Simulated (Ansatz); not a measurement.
**Mg (diamond type): how the settings move a single-point run**

Question: which choices in the input matter for Mg (diamond type)?

Program: Ansatz 0.2.0. Level of theory: reference: DFT, LDA, PAW with Ansatz's default frozen-core files, scalar-relativistic. These are calculated values, not measurements.

1 further run of the same task is left out (set aside as unsound or not needed).

**1. The system as given**

Symmetry: Fd-3m, No. 227, cubic system. The conventional cell has a = 6.855 Å, b = 6.855 Å, c = 6.855 Å, α = 90.00°, β = 90.00°, γ = 90.00°. Mg (site symmetry -43m) has 4 Mg at 2.97 Å as nearest neighbours.

As a file:

```cif
data_structure
_symmetry_space_group_name_H-M 'Fd-3m:1'
_symmetry_Int_Tables_number 227
_cell_length_a 6.8551
_cell_length_b 6.8551
_cell_length_c 6.8551
_cell_angle_alpha 90.000
_cell_angle_beta 90.000
_cell_angle_gamma 90.000
_cell_volume 322.13
loop_
_atom_site_label
_atom_site_type_symbol
_atom_site_symmetry_multiplicity
_atom_site_Wyckoff_symbol
_atom_site_fract_x
_atom_site_fract_y
_atom_site_fract_z
_atom_site_occupancy
Mg1 Mg 8 b 0.00000 0.00000 0.50000 1
```

**2. Reference**

Input file input.yaml:

```yaml
crystal:
  lattice:
    - [0.0, 3.4275338026, 3.4275338026]
    - [3.4275338026, 0.0, 3.4275338026]
    - [3.4275338026, 3.4275338026, 0.0]
  atoms:
    - { symbol: Mg, position: [0.0, 0.0, 0.0] }
    - { symbol: Mg, position: [0.25, 0.25, 0.25] }
kpoints:
  mp_grid: { grid: [9, 9, 9] }
  band_path:
    path:
      - [0.0, 0.0, 0.0]
      - [0.5, 0.0, 0.5]
      - [0.625, 0.25, 0.625]
      - [0.375, 0.375, 0.75]
      - [0.0, 0.0, 0.0]
      - [0.5, 0.5, 0.5]
      - [0.5, 0.25, 0.75]
      - [0.5, 0.0, 0.5]
    npoints: 5
scf:
  occupations: { method: fermi_dirac, width: 0.08 }
hamiltonian:
  xc: lda
  pseudopotentials: { kind: paw }
output:
  forces: true
  stress: true
  eigenvalues: true
  efg: { contact_densities: true }
```

On the command line:

```console
$ ansatz run input.yaml --threads 1 --pin off --max-ram 2048MiB --backend cpu --events-out ev --progress --plain --runs-dir out
```

**3. Changing settings: mp_grid.grid [6, 6, 6]**

Edit input.yaml of step 2 so:

```diff
@@ -9,3 +9,3 @@
 kpoints:
-  mp_grid: { grid: [9, 9, 9] }
+  mp_grid: { grid: [6, 6, 6] }
   band_path:
@@ -31 +31,5 @@
   efg: { contact_densities: true }
+  write_density: true
+  write_potential: true
+  elf: true
+  volumetric_format: npy
```

Q: Predict the outcome of this session. Wanted: for each run, ending; energy change; pressure; gap; force.

**Answer**, as computed:

| run | ending | energy change | pressure (GPa) | gap (eV) | force (eV/Å) | cycles | time |
| --- | --- | --- | --- | --- | --- | --- | --- |
| reference | converged | 0 | -0.8 | 0.00 | 0.00 | 6 | 3.2 s |
| 1: mp_grid.grid [6, 6, 6] | converged | +15.2 meV/atom | -0.6 | 0.00 | 0.00 | 7 | 2.1 s |

Times don't compare one to one where runs were asked for different outputs or read a saved state (see the inputs); cycles may leave out searches for a lower state.

Residual by cycle in the longest SCF loop of each run; runs are numbered as in the table. The quantity is the density residual dr2, in eV.

| cycle | reference | run 1 |
| --- | --- | --- |
| 1 | 0.00473 | 0.00547 |
| 2 | 6.1e-4 | 0.00167 |
| 3 | 2.4e-5 | 4.9e-4 |
| 4 | 6.6e-7 | 2.0e-5 |
| 5 | 4.0e-9 | 1.9e-6 |
| 6 | 1.0e-11 | 1.6e-7 |
| 7 | - | 8.2e-10 |

Changing the k-point mesh moves the energy by +15.2 meV/atom. The energy is not variational in the mesh, so the sign tells nothing.
